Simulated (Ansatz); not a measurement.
# BeTe: the cost of one run

Method: reference: DFT, HSE06, plane waves, PAW, in Ansatz 0.2.0.

7 further runs of the same task are left out: 1 for a known fault of the program, 6 that didn't finish.

### Step 1. Starting point

Symmetry: Pm-3m, No. 221, cubic system. The conventional cell has a = 3.365 Å, b = 3.365 Å, c = 3.365 Å, α = 90.00°, β = 90.00°, γ = 90.00°. Around Be (site symmetry m-3m) lie 8 Te at 2.91 Å. Around Te (site symmetry m-3m) lie 8 Be at 2.91 Å.

Structure file:

```
Be Te
1.0
     3.36506    0.00000    0.00000
     0.00000    3.36506    0.00000
     0.00000    0.00000    3.36506
Be Te
1 1
Direct
  0.00000 0.00000 0.00000
  0.50000 0.50000 0.50000
```

### Step 2. Baseline

The input, input.yaml:

```yaml
crystal:
  lattice:
    - [3.3650594875, 0.0, 0.0]
    - [0.0, 3.3650594875, 0.0]
    - [0.0, 0.0, 3.3650594875]
  atoms:
    - { symbol: Be, position: [0.0, 0.0, 0.0] }
    - { symbol: Te, position: [0.5, 0.5, 0.5] }
kpoints:
  mp_grid: { grid: [4, 4, 4] }
hamiltonian:
  xc: hse06
scf:
  occupations: { method: fermi_dirac, width: 0.02 }
  n_extra_bands: 4
output:
  forces: true
  stress: true
  eigenvalues: true
```

On the command line:

```sh
> ansatz run input.yaml --threads 4 --pin off --max-ram 3686MiB --backend cpu --events-out ev --progress --plain --runs-dir out
```

Q: Estimate wall time and peak memory on 4 threads of an x86-64 CPU, shared host.

About 13 s, with a peak of 0.65 GiB.
